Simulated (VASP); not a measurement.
# Pd (P6_3/mmc) in VASP: equation of state, part 2 of 2

VASP 6.6.1.

### Step 6. Equation of state, PBE, 16.15 Å³/atom (volume scaled by 1.04)

INCAR

```
SYSTEM = Pd
ALGO = Normal
EDIFF = 1E-7
ENCUT = 520
GGA = PE
ISIF = 2
ISMEAR = -1
LASPH = .True.
LCHARG = .False.
LREAL = .False.
LWAVE = .False.
NBANDS = 17
NELM = 60
PREC = Accurate
SIGMA = 0.05
```

KPOINTS

```
k-points
0
Gamma
  11 11 6
  0 0 0
```

POSCAR

```
Pd
1.0
    2.8202964182      0.0000000000      0.0000000000
   -1.4101482091      2.4424483444      0.0000000000
    0.0000000000      0.0000000000      4.6898064722
Pd
2
Direct
    0.3333333333      0.6666666667      0.2500000000
    0.6666666667      0.3333333333      0.7500000000
```

Potentials or basis: VASP PAW PBE potentials, release 64 (Pd).

On the command line:

```bash
> cat potpaw_PBE.64/Pd/POTCAR > POTCAR
> mpirun -np 1 vasp_std > vasp.out
```

OUTCAR:

```text
SYSTEM = Pd
   EDIFF = 1E-7
   ENCUT = 520
   GGA = PE
   ISIF = 2
   ISMEAR = -1
   LASPH = .True.
   LREAL = .False.
   NELM = 60
   PREC = Accurate

 ion  position               nearest neighbor table
   1  0.333  0.667  0.250-   2 2.85   2 2.85   2 2.85   2 2.85   2 2.85   2 2.85
   2  0.667  0.333  0.750-   1 2.85   1 2.85   1 2.85   1 2.85   1 2.85   1 2.85

  LATTYP: Found a hexagonal cell.
 ALAT       =     2.8202964182
 C/A-ratio  =     1.6628771508

  Lattice vectors:

 A1 = (   2.8202964182,   0.0000000000,   0.0000000000)
[... 220 lines left out ...]
      6       6.2646      2.00000
[... 777 lines left out ...]
      4       5.4734      2.00000
      5       5.5963      2.00000
      6       6.1223      2.00000
[... 9 lines left out ...]
     16      24.2626      0.00000
     17      25.5940      0.00000

 [... further k-points ...]
[... 5 lines left out ...]
  --------------------------------------------------------------------------------------
  -------------------------------------------------------------------------------------
  Total       -1.4460288     -1.4460288     -1.4000878     -0.0000000      0.0000000      0.0000000
  in kB      -71.7154036    -71.7154036    -69.4369768     -0.0000000      0.0000000      0.0000000
  external PRESSURE =     -70.9559280 kB  Pullay stress =       0.0000000 kB

 VOLUME and BASIS-vectors are now :
 -----------------------------------------------------------------------------
  energy-cutoff  :      520.00
  volume of cell :       32.31
      direct lattice vectors                 reciprocal lattice vectors
     2.820296418  0.000000000  0.000000000     0.354572659  0.204712620  0.000000000
    -1.410148209  2.442448344  0.000000000     0.000000000  0.409425240  0.000000000
     0.000000000  0.000000000  4.689806472     0.000000000  0.000000000  0.213228415

 POSITION                                       TOTAL-FORCE (eV/Angst)
 -----------------------------------------------------------------------------------
     -0.00000      1.62830      1.17245        -0.000000      0.000000      0.000000
      1.41015      0.81415      3.51735         0.000000     -0.000000      0.000000
 -----------------------------------------------------------------------------------
    total drift:                               -0.000000      0.000000     -0.000000

  FREE ENERGIE OF THE ION-ELECTRON SYSTEM (eV)
  ---------------------------------------------------
  free  energy   TOTEN  =       -10.3430907784 eV

  energy  without entropy=      -10.2927035088  energy(sigma->0) =      -10.31789714
```

OSZICAR:

```text
N       E                     dE             d eps       ncg     rms          rms(c)
DAV:   1     0.106064624398E+03    0.10606E+03   -0.10418E+04  2176   0.115E+03
DAV:   2    -0.911648049175E+01   -0.11518E+03   -0.10860E+03  2264   0.248E+02
DAV:   3    -0.108291636542E+02   -0.17127E+01   -0.16971E+01  2657   0.335E+01
DAV:   4    -0.108401687128E+02   -0.11005E-01   -0.11004E-01  2534   0.256E+00
DAV:   5    -0.108403447282E+02   -0.17602E-03   -0.17601E-03  2627   0.355E-01    0.854E+00
DAV:   6    -0.103597165146E+02    0.48063E+00   -0.11463E+00  2304   0.109E+01    0.420E+00
DAV:   7    -0.103476601906E+02    0.12056E-01   -0.79196E-03  2464   0.749E-01    0.224E+00
DAV:   8    -0.103430808204E+02    0.45794E-02   -0.13194E-03  2388   0.262E-01    0.468E-02
DAV:   9    -0.103430839642E+02   -0.31438E-05   -0.26018E-05  2758   0.438E-02    0.180E-02
DAV:  10    -0.103430912031E+02   -0.72389E-05   -0.38383E-06  2519   0.171E-02    0.712E-03
DAV:  11    -0.103430906836E+02    0.51948E-06   -0.23242E-07  2500   0.506E-03    0.867E-04
DAV:  12    -0.103430907784E+02   -0.94744E-07   -0.11123E-08  1215   0.817E-04
   1 F= -.10343091E+02 E0= -.10317897E+02  d E =-.503873E-01
```

stdout:

```text
POSCAR found type information on POSCAR Pd
 POSCAR found :  1 types and       2 ions
 scaLAPACK will be used
 LDA part: xc-table for (Slater+PW92), standard interpolation
 POSCAR, INCAR and KPOINTS ok, starting setup
 FFT: planning ... GRIDC
 FFT: planning ... GRID_SOFT
 FFT: planning ... GRID
 WAVECAR not read
 entering main loop
```

Run time: 24 s. Hardware: 1 thread of Intel Xeon Platinum 8488C (Sapphire Rapids), shared host; peak memory 0.17 GiB.

What came out:

```yaml
Free_energy: -10.3431 eV
Pressure: -7.1 GPa
Band_gap_on_the_k_mesh: none (metal or under the smearing width)
```

### Step 7. Equation of state, PBE, 16.46 Å³/atom (volume scaled by 1.06)

INCAR

```
ALGO = Normal
EDIFF = 1E-7
ENCUT = 520
GGA = PE
ISIF = 2
ISMEAR = -1
LASPH = T
LCHARG = F
LREAL = F
LWAVE = F
NBANDS = 17
NELM = 100
PREC = Accurate
SIGMA = 0.05
```

KPOINTS

```
k-points
0
Gamma
  11 11 6
```

POSCAR

```
Pd
1.0
    2.8382605740      0.0000000000      0.0000000000
   -1.4191302870      2.4580057597      0.0000000000
    0.0000000000      0.0000000000      4.7196786564
Pd
2
Direct
    0.3333333333      0.6666666667      0.2500000000
    0.6666666667      0.3333333333      0.7500000000
```

On the command line:

```bash
> cat potpaw_PBE.64/Pd/POTCAR > POTCAR
> mpirun -np 1 vasp_std > vasp.out
```

It took 20 s on 1 thread of Intel Xeon Platinum 8488C (Sapphire Rapids), shared host; peak memory 0.17 GiB.

Results (log left out):

| Property | Result |
| --- | --- |
| Free energy | -10.3115 eV |
| Pressure | -9.3 GPa |
| Band gap on the k mesh | none (metal or under the smearing width) |

### Step 8. Equation of state, PBE

This step only gathers the single runs of the series.

What came out:

| Item | Value |
| --- | --- |
| Equilibrium volume | 15.38 Å³/atom |
| Bulk modulus at fixed shape and positions | 165 GPa |
| Pressure derivative of the bulk modulus | 5.6 |

Energy against volume, from the lowest point:
| volume (Å³/atom) | energy (meV/atom) |
| --- | --- |
| 14.600 | 22.26 |
| 14.910 | 7.26 |
| 15.221 | 0.17 |
| 15.531 | 0.00 |
| 15.842 | 5.88 |
| 16.153 | 17.06 |
| 16.463 | 32.86 |

Caveat: the cell was scaled at fixed shape and fractional positions, which overstates the stiffness of a crystal with free parameters, most of all of layers and chains.
